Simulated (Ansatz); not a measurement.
# CuO (P4/mmm) in Ansatz: relaxation of cell and atoms with r2SCAN+U

Aim: the relaxation of cell and atoms of CuO with r2SCAN+U.

Everything below comes from runs of Ansatz 0.2.0. Logs are shortened: lines on timing, memory, paths and dates and some standing lists are left out, and cuts for length are marked.

## (1) Starting point

It takes space group P4/mmm (No. 123, tetragonal). Conventional cell: a = 4.161 Å, b = 4.161 Å, c = 3.888 Å, α = 90.00°, β = 90.00°, γ = 90.00°. Cu (site symmetry mmm) has 4 O at 1.94 to 2.08 Å as nearest neighbours. Cu (site symmetry 4/mmm) is surrounded by 6 O at 1.94 to 2.08 Å. O (site symmetry 4/mmm) is surrounded by 6 Cu at 1.94 to 2.08 Å. Around O (site symmetry mmm) lie 4 Cu at 1.94 to 2.08 Å.

Measurements of this composition are mostly on another form, of space group No. 15.

## (2) Relaxation of cell and atoms, r2SCAN+U

File input.yaml:

```yaml
crystal:
  lattice:
    - [4.160937, 0.0, 0.0]
    - [0.0, 4.160937, 0.0]
    - [0.0, 0.0, 3.887643]
  atoms:
    - { symbol: Cu, position: [0.5, 0.0, 0.5] }
    - { symbol: Cu, position: [0.0, 0.5, 0.5] }
    - { symbol: Cu, position: [0.0, 0.0, 0.0] }
    - { symbol: O, position: [0.0, 0.0, 0.5] }
    - { symbol: O, position: [0.5, 0.0, 0.0] }
    - { symbol: O, position: [0.0, 0.5, 0.0] }
hamiltonian:
  xc: r2scan
  pseudopotentials: { kind: paw }
  hubbard: { sites: [{ species: Cu, l: d, u_eff: 4.5 }] }
kpoints:
  mp_grid: { grid: [7, 7, 7] }
scf:
  occupations: { method: fermi_dirac, width: 0.05 }
output:
  forces: true
  stress: true
  eigenvalues: true
relax:
  f_tol: 0.01
  max_steps: 40
  cell: { stress_tol: 0.05 }
```

Potentials or basis: Ansatz PAW.

On the command line:

```bash
$ ansatz run input.yaml --threads 2 --pin off --max-ram 5632MiB --backend cpu --events-out ev --progress --plain --runs-dir out
```

Log:

```text
Warning: RAYON_NUM_THREADS=2 ignored (pool sized by the plan → 2); use --threads N
Cu: projections on atomic orbitals take those of the free atom [Ne] 3s2 3p6 3d10 4s1, of charge +0.00 (hamiltonian.pseudopotentials.projection_atoms); the dataset's partial waves leave at most 2.0e-6 of an orbital's norm unspanned inside its sphere
O: projections on atomic orbitals take those of the free atom [He] 2s2 2p4, of charge +0.00 (hamiltonian.pseudopotentials.projection_atoms); the dataset's partial waves leave at most 1.9e-8 of an orbital's norm unspanned inside its sphere
Engine: ansatz 0.2.0, x86_64-unknown-linux-gnu
Pseudopotentials: kind: paw
Pseudopotential: Cu, paw, valence charge 19, recommended cutoff 500 eV (meta_gga), Cu.paw.azcp
Pseudopotential: O, paw, valence charge 6, recommended cutoff 500 eV (meta_gga), O.paw.azcp
Functional definition: r2SCAN
  parameter k0 = 0.174
  parameter k1 = 0.065
  parameter a1 = 4.9479
  exchange = r2scan_x(k0 = k0, k1 = k1, a1 = a1)
  correlation = r2scan_c
Crystal: 6 atoms, lattice volume = 67.308 Å³
Basis set: ecut = 500 eV, 1687 PW (Γ), exchange–correlation on 128×128×120 points (64 copies of the dense FFT grid, shifted against one another)
Bands: 45, of which v1, the nominal top of the filled ones, is band 38 counted from 1 (37 counted from 0)
Symmetry: 16 space group operations
Space group: P4/mmm (ITA 123), of the structure as read, at distance tolerance 4.1e-5 Å
k-points: 40 of 343
Non-local potential: Cu, projectors of the file, l = 0: 3, l = 1: 2, l = 2: 3, l = 3: 1
Non-local potential: O, projectors of the file, l = 0: 2, l = 1: 2, l = 2: 1
PAW form: soft (Blöchl's): semilocal exchange-correlation on the pseudo side does not see the compensation charge
PAW frozen core: Cu, regenerated for the run's functional (the file was generated under x = pbe(κ = 0.804, μ = 0.2195149727645171), c = pbe(β = 0.06672455060314922))
PAW frozen core: O, regenerated for the run's functional (the file was generated under x = pbe(κ = 0.804, μ = 0.2195149727645171), c = pbe(β = 0.06672455060314922))
PAW one-centre angular grid: Cu, 590 points (default); XC on 160 Gauss nodes
PAW one-centre angular grid: O, 302 points (default); XC on 160 Gauss nodes
Initial density: superposition of atomic densities (chi_scale 0.1, normalization cell, long waves of neutral atoms under a Hubbard term (reshape's long-wave potential 0.03 eV rms, cloud 1.98 Å wide))
Initial wavefunctions: pseudopotential atomic-orbital guess
Functional: x = r2scan, c = r2scan; τ floored in thin density (d = 2e-4 eV/Å³)
SCF iter   1: F=—  HF=-21591.100796 eV  |F-HF|=—  |Δ(HF+E_count)|=         —  Δρ=1.00e-1  dr2=4.38e0  dr2_τ=1.96e-2  ethr=3.10e-3  ⟨swp⟩=5.8  Hψ=5877  notcnv=0  defer=3
preconditioner: auto → LDOS  [metal: Δε(μ)=0.005 eV  Ē_g=13.017 eV  σ=0.050 eV  W_gap=0.02  n_scr=26 (ndim 8)  ℏωp=32.3 eV  f_vac=0.111  D(μ)=3.27/eV (n_scr^D=26)  β→1.0]
SCF iter   2: F=—  HF=-21599.738315 eV  |F-HF|=—  |Δ(HF+E_count)|=    8.64e0  Δρ=3.79e-1  dr2=6.71e1  dr2_τ=8.04e-1  ethr=3.10e-3  ⟨swp⟩=3.9  Hψ=4510  notcnv=0  defer=68  recentre
SCF iter   3: F=—  HF=-21591.125054 eV  |F-HF|=—  |Δ(HF+E_count)|=    8.61e0  Δρ=8.25e-2  dr2=3.01e0  dr2_τ=7.80e-2  ethr=3.10e-3  ⟨swp⟩=3.0  Hψ=4739  notcnv=0  defer=73
SCF iter   4: F=—  HF=-21591.053105 eV  |F-HF|=—  |Δ(HF+E_count)|=   7.19e-2  Δρ=3.24e-2  dr2=2.81e-1  dr2_τ=2.42e-2  ethr=3.10e-3  ⟨swp⟩=2.1  Hψ=2432  notcnv=0  defer=74
SCF iter   5: F=—  HF=-21591.191225 eV  |F-HF|=—  |Δ(HF+E_count)|=   1.38e-1  Δρ=2.27e-2  dr2=1.61e-1  dr2_τ=1.17e-2  ethr=3.75e-4  ⟨swp⟩=2.2  Hψ=2445  notcnv=0  defer=73
SCF iter   6: F=—  HF=-21591.219744 eV  |F-HF|=—  |Δ(HF+E_count)|=   2.85e-2  Δρ=1.07e-2  dr2=4.06e-2  dr2_τ=1.79e-3  ethr=2.15e-4  ⟨swp⟩=2.1  Hψ=2770  notcnv=0  defer=71
SCF iter   7: F=—  HF=-21591.233573 eV  |F-HF|=—  |Δ(HF+E_count)|=   1.38e-2  Δρ=1.37e-2  dr2=9.34e-2  dr2_τ=1.11e-3  ethr=5.41e-5  ⟨swp⟩=2.0  Hψ=2109  notcnv=0  defer=71
SCF iter   8: F=—  HF=-21591.224054 eV  |F-HF|=—  |Δ(HF+E_count)|=   9.52e-3  Δρ=2.26e-3  dr2=1.66e-3  dr2_τ=8.03e-5  ethr=5.41e-5  ⟨swp⟩=2.0  Hψ=2716  notcnv=0  defer=71
[... 67 lines left out ...]
SCF iter   3: F=—  HF=-21591.234937 eV  |F-HF|=—  |Δ(HF+E_count)|=   6.07e-7  Δρ=1.17e-4  dr2=4.95e-6  dr2_τ=1.36e-7  ethr=7.99e-10  ⟨swp⟩=2.2  Hψ=3335  notcnv=0
SCF iter   4: F=—  HF=-21591.234936 eV  |F-HF|=—  |Δ(HF+E_count)|=   1.29e-6  Δρ=1.23e-5  dr2=3.44e-8  dr2_τ=4.50e-9  ethr=7.99e-10  ⟨swp⟩=2.0  Hψ=3328  notcnv=0
SCF iter   5: F=—  HF=-21591.234936 eV  |F-HF|=—  |Δ(HF+E_count)|=   2.28e-8  Δρ=1.35e-5  dr2=7.44e-8  dr2_τ=2.51e-9  ethr=4.59e-11  ⟨swp⟩=2.0  Hψ=3309  notcnv=0
SCF iter   6: F=—  HF=-21591.234936 eV  |F-HF|=—  |Δ(HF+E_count)|=  3.60e-10  Δρ=6.98e-6  dr2=1.94e-8  dr2_τ=8.52e-10  ethr=4.59e-11  ⟨swp⟩=2.0  Hψ=3184  notcnv=0
SCF iter   7: F=—  HF=-21591.234936 eV  |F-HF|=—  |Δ(HF+E_count)|=  2.58e-10  Δρ=1.85e-6  dr2=1.37e-9  dr2_τ=1.01e-10  ethr=2.59e-11  ⟨swp⟩=1.0  Hψ=1800  notcnv=0
SCF iter   8: F=—  HF=-21591.234936 eV  |F-HF|=—  |Δ(HF+E_count)|=  3.64e-12  Δρ=7.86e-7  dr2=2.06e-10  dr2_τ=1.35e-11  ethr=1.83e-12  ⟨swp⟩=2.0  Hψ=2262  notcnv=0
SCF iter   9: F=-21591.234936 eV  HF=-21591.234936 eV  |F-HF|=7.28e-12  |Δ(HF+E_count)|=  1.82e-11  Δρ=1.97e-7  dr2=8.60e-12  dr2_τ=1.27e-12  ethr=1.00e-12  ⟨swp⟩=3.0  Hψ=6140  notcnv=0
SCF 6 converged in 9 iterations: F = -21591.234936 eV  dr2 = 8.60e-12
relax step   6: F+E_penalty+E_count = -21591.23493593 eV  Δ(F+E_penalty+E_count) = +1.262e-3 eV  max|allowed force component| = 5.654e-30 eV/Å  Δτ_max = 0.0000 Å  P = -0.004 GPa  Ω = 65.897 Å³  stress off target by 6.50e-3 GPa  SCF on the basis re-selected at this cell (its energy is not comparable with the rows above)  (9 SCF iters)
basis re-selected at this cell: Δ(F+E_penalty+E_count) = +1.262e-3 eV, ΔP = -0.004 GPa vs the last step (what re-selecting the basis moved, of the pressure what is left beyond the Pulay correction that the steps carried, after the strain that the cell walked since its last selection, with what the two solves' SCF thresholds leave and, on support functions, any second-order correction that the steps lacked; it is no measure of the basis error at this ecutwfc). This SCF's stress stands 6.50e-3 GPa from its target on what of the cell is left free (relax.cell.stress_tol is 5.00e-2 GPa) and its largest allowed force component is 5.65e-30 eV/Å (relax.f_tol is 1.00e-2 eV/Å): within both
SCF converged after 9 iterations
Free energy (F): -21591.234936 eV
Harris-Foulkes:  -21591.234936 eV  (|F-HF|=7.28e-12)
Internal energy: -21591.213329 eV  (E = F + TS)
E sigma→0 (E₀):  -21591.224132 eV
Entropy (-TS):   -0.021607 eV (-3.601 meV/atom)
Fermi energy:    9.558938 eV
--- Per-component energies (eV) ---
  E_band       = -1527.401928
  E_kinetic    = 1417.110416
  E_local      = -16013.069441  (includes V_loc(G=0)·N_el)
  E_nonlocal   = 1351.749087
  E_hartree    = 7008.434587
  E_xc         = -464.992816
  E_vxc        = -679.681962  (∫ρ·V_xc dr)
  E_hubbard    = 2.819598  (on-site DFT+U / exact-exchange correction)
  E_vhub       = -58.545118  (the Hubbard potential's part of the band-sum identity)
  E_paw        = -5526.925014  (= ΣΔE_a)
  E_vpaw       = -1607.243903  (= ΣTr[D̂ρ^β])
  E_aug_tail   = 0.003546  (compensation charges beyond the density's cutoff)
  E_vtau       = 45.406185  (kinetic-family band-sum trace: ∫τ·v_τ [+ j·A + Jᵃ·Aᵃ] dr)
  E_ewald      = -9365.344145
  E_core_change = -0.999147  (= ΣΔE_core)
  E_smearing   = -0.021607  (= −TS)
  E_closure    = 0.000000  (closes the sum)
  Σ components = -21591.234936   (vs F -21591.234936, Δ=0.00e0)
--- Forces (eV/Å), atoms counted from 1 ---
  atom   1  Cu     0.00000000    -0.00000000     0.00000000
  atom   2  Cu     0.00000000     0.00000000     0.00000000
  atom   3  Cu     0.00000000     0.00000000     0.00000000
  atom   4  O      0.00000000     0.00000000     0.00000000
  atom   5  O      0.00000000     0.00000000     0.00000000
  atom   6  O      0.00000000    -0.00000000     0.00000000
  max |Σ_I F_I| component: 3.94e-30 eV/Å
--- Stress (GPa, compression-positive) ---
       -0.006502      -0.000000      -0.000000
       -0.000000      -0.006502      -0.000000
       -0.000000      -0.000000      -0.000274
  P = ⅓ Tr σ = -0.0044 GPa (-0.044 kbar)
--- Band table (eV; the first three rows and the last of 40) ---
  k-point 0: bands = ["-105.9233", "-105.3505", "-105.3499", "-61.8132", "-61.7286", "-61.7286", "-61.3037", "-61.3022", "-61.2540", "-61.2540", "-61.0549", "-61.0549", "-11.1834", "-9.1747", "-8.7152", "3.8043", "3.9643", "3.9643", "4.7881", "4.7881", "5.1194", "5.6426", "5.8360", "6.1317", "6.1317", "6.4023", "6.4023", "6.5032", "6.5980", "6.6699", "6.6763", "6.7997", "6.9143", "6.9143", "6.9426", "7.6951", "7.9110", "8.2840", "8.2840", "11.6415", "17.0656", "18.5737", "19.5585", "19.5585", "21.6788"]
  k-point 1: bands = ["-105.9231", "-105.3506", "-105.3497", "-61.8132", "-61.7286", "-61.7286", "-61.3038", "-61.3023", "-61.2541", "-61.2541", "-61.0549", "-61.0549", "-11.1167", "-9.1682", "-8.6676", "3.4682", "3.8653", "3.8653", "4.6749", "4.6749", "5.1524", "5.5472", "5.6408", "5.7176", "5.8041", "6.0091", "6.0091", "6.4613", "6.4613", "6.5155", "6.6765", "6.9536", "7.1433", "7.1433", "7.6411", "8.1117", "8.3753", "8.4743", "8.4743", "12.2999", "17.3719", "19.0003", "19.3280", "19.3280", "20.8453"]
  k-point 2: bands = ["-105.9228", "-105.3507", "-105.3494", "-61.8133", "-61.7287", "-61.7287", "-61.3039", "-61.3025", "-61.2543", "-61.2543", "-61.0549", "-61.0549", "-10.9567", "-9.1601", "-8.5575", "2.9091", "3.6912", "3.6912", "4.3669", "4.4178", "4.4178", "4.5894", "5.2424", "5.6914", "5.7168", "5.7841", "5.7841", "6.5436", "6.6770", "6.6882", "6.6882", "6.9494", "7.5207", "7.5207", "8.1162", "8.4563", "8.8581", "8.8581", "9.1394", "13.7451", "17.9190", "18.8318", "18.8318", "20.0775", "20.1336"]
  k-point 39: bands = ["-105.9243", "-105.3515", "-105.3515", "-61.8135", "-61.7287", "-61.7287", "-61.3031", "-61.3030", "-61.2601", "-61.2478", "-61.0606", "-61.0495", "-10.5196", "-8.6706", "-8.6343", "1.5189", "1.9205", "1.9223", "3.8415", "3.8846", "3.8929", "3.9821", "3.9933", "5.8608", "5.9386", "5.9892", "6.0579", "6.2024", "6.2135", "6.4678", "7.1820", "7.5601", "7.6901", "8.7414", "9.5762", "10.6800", "10.7962", "10.8626", "10.8976", "12.5667", "17.7014", "18.9178", "19.0288", "19.9894", "20.0162"]
Occupation matrices written to <dir>
--- Relaxed structure (5 steps of the walk, 5 accepted, 1 SCFs on fresh bases) ---
  F+E_penalty+E_count = -21591.23493593 eV   max|allowed force component| = 5.654e-30 eV/Å   (the final SCF, on the basis selected at the relaxed cell)
  cell:  # Å, volume = 65.8972 Å³
    - [4.116750705591205, -1.523704084190218e-34, -3.3737546231564014e-33]
    - [4.4633756001531636e-35, 4.116750705591205, -3.0781900690711474e-36]
    - [-3.0601267019150897e-33, -2.876011839327047e-36, 3.8882829166984543]
  atoms:
    - { symbol: Cu, position: [0.5, -4.150971362479687e-35, 0.5] }
    - { symbol: Cu, position: [-1.4288080374009026e-34, 0.5, 0.5] }
    - { symbol: Cu, position: [1.900707939661752e-34, 1.788458441837891e-35, 1.0320788330633088e-36] }
    - { symbol: O, position: [-1.0427903012603234e-34, 1.4991711454327733e-35, 0.5] }
    - { symbol: O, position: [0.5, -4.828988463429182e-35, -1.1352867163696292e-35] }
    - { symbol: O, position: [1.29410864001227e-34, 0.5, 7.224551831443163e-36] }
```

It took 52 s on 2 threads of AMD EPYC 7R13 (Zen 3), shared host; peak memory 0.69 GiB.

What came out:

- Free energy: -21591.2349 eV
- Relaxed volume: 10.98 Å³/atom
- Relaxed cell: a = 4.117 Å, b = 4.117 Å, c = 3.888 Å, α = 90.00°, β = 90.00°, γ = 90.00°
- Space group after relaxing (to 0.05 Å): P4/mmm (No. 123)
- Energy gained by relaxing: 1.8 meV/atom
- Ionic steps: 6
- Pressure after relaxing: 0.0 GPa
- Band gap on the k mesh: none (metal or under the smearing width)

The path:
```csv
step,energy change (eV),largest force (eV/Å),volume (Å³)
1,0.0000,0.0000,67.31
2,-0.0072,0.0000,66.74
3,-0.0116,0.0000,65.95
4,-0.0120,0.0000,65.91
5,-0.0120,0.0000,65.90
6,-0.0108,0.0000,65.90
```

Final structure:
```
Cu O
1.0
     4.11675    0.00000    0.00000
     0.00000    4.11675    0.00000
     0.00000    0.00000    3.88828
Cu O
3 3
Direct
  0.50000 0.00000 0.50000
  0.00000 0.50000 0.50000
  0.00000 0.00000 0.00000
  0.00000 0.00000 0.50000
  0.50000 0.00000 0.00000
  0.00000 0.50000 0.00000
```

Eigenvalues of the final occupation matrices:
```
  site  spin  trace               eigenvalues
site 1     1   4.79  0.82 0.98 0.99 1.00 1.00
site 2     1   4.79  0.82 0.98 0.99 1.00 1.00
site 3     1   4.69  0.84 0.85 1.00 1.00 1.00
```

Caveat: the plane-wave basis is chosen anew once the cell has moved, so the energies of steps on either side of that aren't comparable; an odd number of electrons without spin polarisation forces a metal; a magnetic or distorted state may lie lower; the run has no spin polarisation, though such a crystal can be magnetic; U without spin polarisation on a metal has little footing; the PAW data sets come from PBE, with cores solved anew for the run's functional, which leaves a small shift of forces and pressure.
